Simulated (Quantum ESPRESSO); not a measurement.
**Moving the functional in KI**

```
CELL_PARAMETERS angstrom
0.00000 3.53277 3.53277
3.53277 0.00000 3.53277
3.53277 3.53277 0.00000
ATOMIC_POSITIONS crystal
I 0.50000 0.50000 0.50000
K 0.00000 0.00000 0.00000
```

Kept alike: task dielectric tensor; k mesh 6 × 6 × 6, shifted; occupations fermi-dirac, width 0.05 eV; no spin polarisation. Program: Quantum ESPRESSO, potentials by row: PseudoDojo 0.4.1 SR PBE standard (AM05, BLYP, PBE, WC); PseudoDojo 0.4.1 SR LDA standard (LDA); PseudoDojo 0.4.1 SR PBEsol standard (PBEsol). Cutoffs run from 980 to 1007 eV. The mesh is that of the run's cell of 2 atoms. No spin-orbit coupling.

| functional | electronic dielectric constant (mean of the diagonal) |
| --- | --- |
| AM05 | 2.88 |
| BLYP | 2.84 |
| LDA | 2.95 |
| PBE | 2.88 |
| PBEsol | 2.91 |
| WC | 2.93 |

Potentials were made for PBE (AM05, BLYP, PBE, WC); LDA (LDA); PBEsol (PBEsol).

Q: What does the functional change here?

A: The electronic dielectric constant runs from 2.84 (BLYP) to 2.95 mean of the diagonal (LDA). From PBE: AM05 +0.00; BLYP -0.04; LDA +0.07; PBEsol +0.03; WC +0.05.
